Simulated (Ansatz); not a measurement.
# Relaxation path: Ni (omega type)

DFT, PBE, PAW with Ansatz's default frozen-core files, scalar-relativistic (Ansatz 0.2.0); a Γ-centred 12×12×16 k mesh, Fermi–Dirac smearing of 0.08 eV, spin-polarised from start moments Ni1 1, Ni2 1, Ni3 1 μB. The run relaxes cell and atoms at a target pressure of 740 GPa.

Command: `ansatz run input.yaml --threads 2 --pin off --max-ram 7168MiB --backend cpu --events-out ev --progress --plain --runs-dir out` It took 100 s on 2 threads of Arm Neoverse V1, on a shared host, peak memory 0.46 GiB.

PAW: frozen-core files, cutoff 420 eV; forces are relaxed below 0.005 eV/Å.

Each step lists its enthalpy F + pV a cell above the last geometry, the pressure, the cell vectors (Å), and Cartesian positions (Å) with forces (eV/Å).

The first step:

```
step 1  dH = 152.36 meV  P = 763.9 GPa
  cell 3.1086 0.0000 0.0000  -1.5543 2.6922 0.0000  0.0000 0.0000 1.9274
  Ni 0.0000 0.0000 0.0000   0.0000 0.0000 0.0000
  Ni 0.0000 1.7948 0.9637   0.0000 0.0000 0.0000
  Ni 1.5543 0.8974 0.9637   0.0000 0.0000 0.0000
```

The start moments died away, and the runs ended non-magnetic.

Q: Where does the relaxation end, and by which steps?

A: After 5 geometries, with conventional a, b, c = 3.158, 3.158, 1.882 Å, at 5.418 Å³/atom (+0.78 % against the start) in space group P6/mmm, with a shortest distance of 1.823 Å and a cell moment of 0.00 μB. The further steps:
```
step 2  dH = 14.21 meV  P = 731.1 GPa
  cell 3.1498 0.0000 0.0000  -1.5749 2.7278 0.0000  0.0000 0.0000 1.8985
  Ni 0.0000 0.0000 0.0000   0.0000 0.0000 0.0000
  Ni 0.0000 1.8185 0.9492   0.0000 0.0000 0.0000
  Ni 1.5749 0.9093 0.9492   0.0000 0.0000 0.0000
step 3  dH = 2.04 meV  P = 749.0 GPa
  cell 3.1580 0.0000 0.0000  -1.5790 2.7349 0.0000  0.0000 0.0000 1.8759
  Ni 0.0000 0.0000 0.0000   0.0000 0.0000 0.0000
  Ni 0.0000 1.8233 0.9379   0.0000 0.0000 0.0000
  Ni 1.5790 0.9116 0.9379   0.0000 0.0000 0.0000
step 4  dH = 0.02 meV  P = 739.5 GPa
  cell 3.1584 0.0000 0.0000  -1.5792 2.7352 0.0000  0.0000 0.0000 1.8820
  Ni 0.0000 0.0000 0.0000   0.0000 0.0000 0.0000
  Ni 0.0000 1.8235 0.9410   0.0000 0.0000 0.0000
  Ni 1.5792 0.9117 0.9410   0.0000 0.0000 0.0000
step 5  dH = 0.00 meV  P = 740.0 GPa
  cell 3.1582 0.0000 0.0000  -1.5791 2.7351 0.0000  0.0000 0.0000 1.8818
  Ni 0.0000 0.0000 0.0000   0.0000 0.0000 0.0000
  Ni 0.0000 1.8234 0.9409   0.0000 0.0000 0.0000
  Ni 1.5791 0.9117 0.9409   0.0000 0.0000 0.0000
step 6  dH = -1.01 meV  P = 740.0 GPa  (same geometry on a basis chosen anew; earlier energies don't compare to the last digit)
  cell 3.1582 0.0000 0.0000  -1.5791 2.7351 0.0000  0.0000 0.0000 1.8818
  Ni 0.0000 0.0000 0.0000   0.0000 0.0000 0.0000
  Ni 0.0000 1.8234 0.9409   0.0000 0.0000 0.0000
  Ni 1.5791 0.9117 0.9409   0.0000 0.0000 0.0000
```
